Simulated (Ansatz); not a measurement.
A relaxation computed with Ansatz, from input to last step.

```yaml
crystal:
  lattice:
    - [2.9290734913, 2.9290734913, 0.0]
    - [-2.9290734913, 2.9290734913, 0.0]
    - [0.0, 0.0, 6.2486901148]
  atoms:
    - { symbol: Cs, position: [0.0, 0.0, 0.0] }
    - { symbol: Cs, position: [0.5, 0.5, 0.5] }
    - { symbol: H, position: [0.5, 0.5, 0.0] }
    - { symbol: H, position: [0.0, 0.0, 0.5] }
basis:
  ecutwfc: 420
kpoints:
  mp_grid: { grid: [6, 6, 6] }
hamiltonian:
  xc: lda
scf:
  occupations: { method: gaussian, width: 0.02 }
output:
  forces: true
  stress: true
  eigenvalues: true
  write_density: true
  write_potential: true
  elf: true
  volumetric_format: npy
relax:
  adjacent_minimum: "off"
  f_tol: 0.008
  max_steps: 40
  cell: { stress_tol: 0.015, fix: [a, b, gamma] }
```

```bash
ansatz run input.yaml --threads 1 --pin off --max-ram 2560MiB --backend cpu --events-out ev --progress --plain --runs-dir out
```

These are results of DFT LDA, scalar-relativistic, plane waves, PAW in Ansatz, not measurements.

Of 5 frames 4 are shown, positions in Å and forces in eV/Å; the SCF threshold varies from step to step. Steps run on the plane waves of an earlier cell, with a Pulay correction in the pressure. The basis is chosen afresh for the last frame, the zero of the energies, and at times for earlier ones too; energy and pressure step there, also at an unchanged geometry.

```xyz
4
Lattice="2.9291 2.9291 0.0000 -2.9291 2.9291 0.0000 0.0000 0.0000 6.2487" Properties=species:S:1:pos:R:3:forces:R:3 pbc="T T T" step=1 free_energy_over_end_meV_per_atom=1.41 pressure_GPa=0.89
Cs    0.0000    0.0000    0.0000    0.0000    0.0000    0.0000
Cs    0.0000    2.9291    3.1243    0.0000    0.0000    0.0000
H     0.0000    2.9291    0.0000    0.0000    0.0000    0.0000
H     0.0000    0.0000    3.1243    0.0000    0.0000    0.0000
4
Lattice="2.9291 2.9291 0.0000 -2.9291 2.9291 0.0000 0.0000 0.0000 6.1676" Properties=species:S:1:pos:R:3:forces:R:3 pbc="T T T" step=2 free_energy_over_end_meV_per_atom=0.22 pressure_GPa=1.03
Cs    0.0000    0.0000    0.0000    0.0000    0.0000    0.0000
Cs    0.0000    2.9291    3.0838    0.0000    0.0000    0.0000
H     0.0000    2.9291    0.0000    0.0000    0.0000    0.0000
H     0.0000    0.0000    3.0838    0.0000    0.0000    0.0000
4
Lattice="2.9291 2.9291 0.0000 -2.9291 2.9291 0.0000 0.0000 0.0000 6.0978" Properties=species:S:1:pos:R:3:forces:R:3 pbc="T T T" step=3 free_energy_over_end_meV_per_atom=-0.10 pressure_GPa=1.17
Cs    0.0000    0.0000    0.0000    0.0000    0.0000    0.0000
Cs    0.0000    2.9291    3.0489    0.0000    0.0000    0.0000
H     0.0000    2.9291    0.0000    0.0000    0.0000    0.0000
H     0.0000    0.0000    3.0489    0.0000    0.0000    0.0000
4
Lattice="2.9291 2.9291 0.0000 -2.9291 2.9291 0.0000 0.0000 0.0000 6.1062" Properties=species:S:1:pos:R:3:forces:R:3 pbc="T T T" step=5 free_energy_over_end_meV_per_atom=0.00 pressure_GPa=1.15
Cs    0.0000    0.0000    0.0000    0.0000    0.0000    0.0000
Cs    0.0000    2.9291    3.0531    0.0000    0.0000    0.0000
H     0.0000    2.9291    0.0000    0.0000    0.0000    0.0000
H     0.0000    0.0000    3.0531    0.0000    0.0000    0.0000
```

Time: 21 s on 1 thread of Arm Neoverse V2, on a shared host, peak memory 0.35 GiB.